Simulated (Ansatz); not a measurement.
AlCu3: moving Al off its site

AlCu3, Pm-3m, a = 3.632 Å. The structure is a Materials Project entry; whether it is the stable form wasn't checked. Ansatz: PBEsol, PAW, 420 eV, Γ-centred 14×14×14 mesh on 4 atoms, Gaussian smearing 0.15 eV; no spin polarisation.

```yaml
crystal:
  lattice:
    - [3.63187, 0.00000, 0.00000]
    - [0.00000, 3.63187, 0.00000]
    - [0.00000, 0.00000, 3.63187]
  atoms:
    - { symbol: Al, position: [0.00000, 0.00000, 0.00000] }
    - { symbol: Cu, position: [0.50000, 0.50000, 0.00000] }
    - { symbol: Cu, position: [0.50000, 0.00000, 0.50000] }
    - { symbol: Cu, position: [0.00000, 0.50000, 0.50000] }
```

Atom 1 (Al) moves by x along the unit vector (0.000, 0.000, 1.000), with its periodic images; all else is held. y is the free energy of the cell over the start, F the force along the path summed over the moved atoms. Symmetry makes y even in x.

```tsv
x (Å)	y (meV)	F (eV/Å)
-0.4500	?	?
-0.2250	187.5	1.69
0.0000	0.0	0.00
0.1125	46.4	-0.83
0.3375	429.0	-2.62
0.3938	590.2	-3.11
```

Task: Fit y = c2 x² + c4 x⁴ to the energies of the other rows, give the force constant, and predict energy and force of the missing row.

Result: Least squares on the rows shown. y = 3655.1 x² + 972.75 x⁴. The force constant is 2 c2 = 7.31 eV/Å² (for all images moving together, not for a lone atom). The force −dy/dx at the missing row is 3.64 eV/Å (computed 3.63). At x = -0.4500 the fit asked for gives 780.0 meV. The run gave 779.5 meV, so the fit is 0.5 meV too high, a small miss on the scale of the series.

The Al sublattice sits in a single, nearly harmonic well, with no sign of an off-centre minimum along this path. The positive quartic term stiffens it slightly. Al moves towards the octahedral hollow of the fcc-like lattice and closes in obliquely on four of its twelve Cu neighbours while drawing away from four others. The linear changes in these contacts cancel by symmetry, leaving the curvature of the Al–Cu interaction to supply the restoring force. The hardening probably reflects the steep short-range repulsion on the compressed side, softened by the oblique approach and by metallic screening.

The withheld point lies beyond the fitted range, so the close match in both energy and force suggests that higher-order terms are still minor there. Cubic symmetry makes the harmonic constant, 7.31 eV/Å², the same for every direction of Al displacement, but the quartic coefficient belongs to this axis alone. Because Cu is held still, the curve doesn't give a phonon frequency, for which the recoil of Cu and its coupling to Al would also be needed.
